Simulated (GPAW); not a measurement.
# How InP absorbs and reflects light, part 2 of 2

Wanted: where InP starts to absorb, how strongly, and its refractive index. The cell comes from an older database entry, whose edges can differ from later determinations, mostly by under a per cent.

GPAW 26.7.0; DFT, LDA, plane-wave PAW (GPAW data sets), scalar-relativistic, RPA, optical limit.

So far. Step 2 (Ground state): There is a gap, 0.48 eV on this mesh (points off the mesh can give less), so no carriers' term is needed.

The database entry behind the starting cell differs from later determinations by our own check (0.1 to 0.3 % short, probably kX units), so it need not match the best structure at ambient conditions.

### Step 4. Dielectric function, RPA

Local fields let the induced charge screen the field inside the cell, which as a rule lowers ε, most along directions where the density is uneven.

This step: DFT, LDA, plane-wave PAW (GPAW data sets), scalar-relativistic, RPA, optical limit (GPAW 26.7.0).

The input, df.py:

```python
from gpaw.response.df import DielectricFunction

df = DielectricFunction('full.gpw', frequencies={'type': 'nonlinear', 'domega0': 0.03, 'omega2': 8},
                        ecut=50,
                        eta=0.15,
                        nbands=34,
                        txt='df.txt')
for direction in ['x', 'z']:
    df.get_dielectric_function(xc='RPA', direction=direction, filename=f'df_{direction}.csv')
```

The run is started by

```bash
> OMP_NUM_THREADS=1 python df.py
```

The log of the run:

```text
Using integrator: PointIntegrator
NonLinearFrequencyDescriptor(from 0.000 to 48.339 eV, 461 points)
Nonperiodic BCs:  [False False False]
Using integrator: PointIntegrator
NonLinearFrequencyDescriptor(from 0.000 to 48.339 eV, 461 points)
Nonperiodic BCs:  [False False False]

Calculating chi0 body with:
    Ground state adapter containing:
    Number of spins: 1
    Number of kpoints: 1000
    Number of irreducible kpoints: 47
    Number of completely occupied states: 9
    Number of partially occupied states: 9

    Linear response parametrization:
    q_c: [0.0, 0.0, 0.0]
    Number of frequency points: 461
    Planewave cutoff: 50.0
    Number of bands: 34
    Number of planewaves: 51
    Broadening (eta): 0.15

Integrating chi0 body.

Symmetries of q_c:
    Direct symmetries (Uq -> q): 24
    Indirect symmetries (TUq -> q): 24
In total 48 allowed symmetries.

47 groups of equivalent kpoints. 95.3% reduction.

Integral kind: spectral function

Calculating chi0 optical extensions with:
    Ground state adapter containing:
    Number of spins: 1
    Number of kpoints: 1000
    Number of irreducible kpoints: 47
    Number of completely occupied states: 9
    Number of partially occupied states: 9

    Linear response parametrization:
    Number of frequency points: 461
    Planewave cutoff: 50.0
    Number of bands: 34
    Number of planewaves: 51
    Broadening (eta): 0.15
Integrating chi0 head and wings.

Symmetries of q_c:
    Direct symmetries (Uq -> q): 24
    Indirect symmetries (TUq -> q): 24
In total 48 allowed symmetries.

47 groups of equivalent kpoints. 95.3% reduction.

Integral kind: spectral function wings
```

The job ended after 12 s (1 thread of Arm Neoverse V1, shared host; peak memory 0.27 GiB).

Read-outs, printed or worked out from the files:

| Property | Result |
| --- | --- |
| electronic dielectric constant ε∞, mean over x, y and z (by symmetry where fewer were run) | 16.84 |

Some rows of df_x.csv (energy; Re and Im without local fields; Re and Im with them):

```text
0.000000, 17.958152, -0.000000, 16.835994, -0.000000
0.429336, 16.864205, 8.935720, 15.759744, 8.920218
0.878195, 11.304467, 1.707678, 10.074295, 1.677198
1.347938, 15.101751, 4.100594, 13.736730, 3.936187
1.840057, 15.868464, 4.182614, 14.217000, 3.876257
2.356191, 9.663829, 9.375970, 8.240387, 8.939108
2.898142, 11.209525, 10.520331, 9.592194, 9.538688
3.467895, 10.419055, 9.171311, 8.126759, 8.029344
4.067647, 5.148377, 25.785468, 6.628879, 20.686662
4.699832, 2.636161, 13.543667, 2.488640, 10.281757
5.367152, -3.160079, 9.080586, -2.865514, 7.477016
6.072622, -4.015672, 6.321748, -2.822480, 5.525213
6.819608, -4.139503, 4.443675, -3.010693, 4.492721
7.611886, -3.229209, 3.076433, -2.389351, 3.073084
8.453705, -2.350210, 1.911965, -1.852099, 1.971659
9.349861, -1.873443, 1.456633, -1.445416, 1.578058
10.305790, -1.493755, 0.982725, -1.177574, 1.219859
11.327680, -0.893696, 0.679526, -0.696758, 0.760068
12.422601, -0.537201, 0.499673, -0.351752, 0.544965
13.598673, -0.260759, 0.293114, -0.143903, 0.446751
```

Sum at mesh points, not converged in k; values under the direct gap are tails of Lorentzian lines. Im ε, E ∥ x or z against photon energy; read off at these points:

```csv
photon energy (eV),"Im ε, E ∥ x or z"
0.000,0
0.250,2.77
0.500,9.60
0.750,2.62
1.000,1.45
1.250,2.45
1.500,5.25
1.750,3.17
2.000,7.81
2.250,10.5
2.500,7.38
2.750,8.09
3.000,9.72
3.179,10.1
3.250,9.33
3.500,7.97
3.750,10.8
4.000,18.4
4.112,21.3
4.250,16.8
4.500,8.65
4.750,11.1
4.934,14.4
5.000,14.1
5.250,8.35
5.500,8.07
5.750,7.22
6.000,5.68
6.250,5.69
6.500,5.16
6.750,4.53
7.000,3.69
7.250,3.50
7.500,3.00
7.750,2.81
8.000,2.26
8.250,2.28
8.500,1.95
8.750,1.84
9.000,1.84
9.250,1.64
9.500,1.57
9.750,1.08
10.000,1.28
10.250,1.28
10.500,0.992
10.750,0.936
11.000,0.789
11.250,0.757
11.500,0.702
11.750,0.646
12.000,0.539
12.250,0.563
12.500,0.521
12.750,0.555
13.000,0.480
13.250,0.485
13.500,0.481
13.750,0.413
```

The reflectivity at normal incidence, E ∥ x or z has structure finer than the step of the table below, so its rows give means over 0.5 eV, whole bins alone (the curve runs from 0 to 14.0 eV). Peaks (eV: height): 4.24: 55.3, 5.12: 55.0, 5.77: 52.6, 6.99: 51.6, 7.85: 51.7, 9.68: 52.3, 10.52: 48.2.

Sum at mesh points, not converged in k. The reflectivity at normal incidence, E ∥ x or z by photon energy; means over each step:

| photon energy (eV) | reflectivity at normal incidence, E ∥ x or z (%) |
| --- | --- |
| 0.5 | 34.4 |
| 1.0 | 29.3 |
| 1.5 | 32.5 |
| 2.0 | 37.1 |
| 2.5 | 34.1 |
| 3.0 | 36.0 |
| 3.5 | 34.2 |
| 4.0 | 47.5 |
| 4.5 | 44.2 |
| 5.0 | 49.9 |
| 5.5 | 48.5 |
| 6.0 | 48.5 |
| 6.5 | 48.0 |
| 7.0 | 49.8 |
| 7.5 | 49.0 |
| 8.0 | 49.0 |
| 8.5 | 46.9 |
| 9.0 | 44.8 |
| 9.5 | 47.9 |
| 10.0 | 42.8 |
| 10.5 | 46.5 |
| 11.0 | 46.1 |
| 11.5 | 43.1 |
| 12.0 | 41.2 |
| 12.5 | 34.4 |
| 13.0 | 31.2 |
| 13.5 | 28.0 |

Sum at mesh points, not converged in k; values under the direct gap are tails of Lorentzian lines. The loss function −Im 1/ε at q → 0, E ∥ x or z by energy loss; read off at these points:

```
energy loss (eV)  loss function −Im 1/ε at q → 0, E ∥ x or z
             0.0                                           0
             0.5                                      0.0427
             1.0                                      0.0116
             1.5                                      0.0337
             2.0                                      0.0266
             2.5                                      0.0521
             3.0                                      0.0565
             3.5                                      0.0597
             4.0                                      0.0428
             4.5                                       0.115
             5.0                                      0.0686
             5.5                                       0.115
             6.0                                       0.137
             6.5                                       0.145
             7.0                                       0.161
             7.5                                       0.205
             8.0                                       0.234
             8.5                                       0.281
             9.0                                       0.338
             9.5                                       0.333
            10.0                                       0.485
            10.5                                       0.449
            11.0                                       0.561
            11.5                                       0.742
            12.0                                        1.03
            12.5                                        1.40
            13.0                                        1.71
            13.5                                        1.89
```

The Im ε, E ∥ x or z has structure finer than the step of the table below, so its rows give means over 0.5 eV, whole bins alone (the curve runs from 0 to 14.0 eV). Peaks (eV: height): without local fields 0.49: 9.75, 2.24: 11.1, 4.07: 25.8, 4.89: 17.4; with local fields 0.49: 9.77, 2.24: 10.5, 4.11: 21.3, 4.93: 14.4.

Sum at mesh points, not converged in k; values under the direct gap are tails of Lorentzian lines. Im ε, E ∥ x or z against photon energy; means over each step:

```
photon energy (eV)  without local fields  with local fields
               0.5                  6.16               6.16
               1.0                  1.82               1.78
               1.5                  4.19               4.03
               2.0                  7.76               7.24
               2.5                  8.78               8.19
               3.0                  10.5               9.54
               3.5                  9.99               8.51
               4.0                  21.2               17.1
               4.5                  12.6               10.5
               5.0                  14.1               12.2
               5.5                  9.41               7.92
               6.0                  6.60               5.89
               6.5                  5.38               5.13
               7.0                  3.88               3.90
               7.5                  3.08               3.08
               8.0                  2.33               2.37
               8.5                  1.95               2.03
               9.0                  1.71               1.78
               9.5                  1.28               1.46
              10.0                  1.17               1.23
              10.5                 0.856               1.04
              11.0                 0.698              0.813
              11.5                 0.625              0.704
              12.0                 0.524              0.568
              12.5                 0.503              0.543
              13.0                 0.409              0.499
              13.5                 0.321              0.468
```

At chosen wavelengths:

```
wavelength (nm)     n      k  R (%)     1/α
           1064  3.55  0.256   31.6  331 nm
            800  3.36  0.669   30.9   95 nm
            633  4.02  0.811   37.8   62 nm
            532  3.27  1.456   35.7   29 nm
            365  3.06  1.312   32.8   22 nm
            308  3.87  2.503   48.4  9.8 nm
            193  1.25  2.122   47.7  7.2 nm
```

Below the direct gap, k and the depth come from the tails of the Lorentzian lines, not from transitions.

Rows near the edge hang on the gap, which this functional as a rule makes too small, and phonon-assisted absorption is left out.

### Step 5. Results

```
electronic dielectric constant ε∞, mean over x, y and z (by symmetry where fewer were run) (RPA) : 16.8
```

At this level (LDA, RPA) InP has ε∞ = 16.8 and n = 3.08 at 1550 nm. On the mesh the gap is 0.48 eV and the least direct gap 0.48 eV. Local fields change the static value along x from 17.96 to 16.84 (-6 %). Excitons and phonon-assisted transitions are missing; LDA gaps are as a rule too small, which pulls the onset down and ε∞ up. Spin-orbit coupling is left out although heavy atoms are present. The sum runs over mesh points 0.19 Å⁻¹ apart with no interpolation, so peaks are partly noise of the mesh; over so small a direct gap single mesh points weigh heavily, so ε∞, n and their changes from run to run can be far off.

[Machine, clock and banner lines and Python warnings are left out of the logs.]

[Logs are printed without paths, hosts, clocks, repeated set-up lines and the standing remarks that a program may print on its own settings, such as how far it seeks lower states.]

[Hosts, paths, dates, database ids (printed as entryN), source tags and the programs' standing remarks are cut or masked in the printed files.]
